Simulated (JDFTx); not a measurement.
Crystal: KCl (Sylvite).

```
K Cl
1.0
     0.00000    3.14647    3.14647
     3.14647    0.00000    3.14647
     3.14647    3.14647    0.00000
K Cl
1 1
Direct
  0.00000 0.00000 0.00000
  0.50000 0.50000 0.50000
```

Program: JDFTx 1.7.0 (patched build). Alike in all runs: task single point; no spin polarisation; cell as given; smearing fermi-dirac 0.05 eV.

**Question.** Order these runs on this cell by their band gap on the k mesh, lowest first.
A. level B3LYP; potentials or basis PseudoDojo-SR-PBE-0.5-standard; k mesh 3 × 3 × 3; cutoff (eV) 898; SCF threshold on the energy 1e-07 Ha; mesh quality coarse
B. level LDA; potentials or basis PseudoDojo-SR-LDA-0.4.1-standard; k mesh 7 × 7 × 7; cutoff (eV) 980; SCF threshold on the energy 1e-09 Ha; mesh quality not flagged
C. level r2SCAN; potentials or basis SG15-PBE-1.2; k mesh 6 × 6 × 6; cutoff (eV) 1088; SCF threshold on the energy 1e-09 Ha; mesh quality not flagged
D. level PBEsol; potentials or basis PseudoDojo-SR-PBEsol-0.4.1-standard; k mesh 7 × 7 × 7; cutoff (eV) 1007; SCF threshold on the energy 1e-09 Ha; mesh quality not flagged

**Answer.** B (4.74 eV), D (5.03 eV), C (5.74 eV), A (6.81 eV).

Caveats: some runs use coarse meshes; the empty levels aren't tightly converged (some runs); an odd mesh through Γ misses points on the zone boundary, where band edges often lie (some runs); the hybrid runs on potentials with a model core (some runs).

A k mesh can miss the band edges, odd and even meshes differently.

Runs at the PBE level aren't shown here.
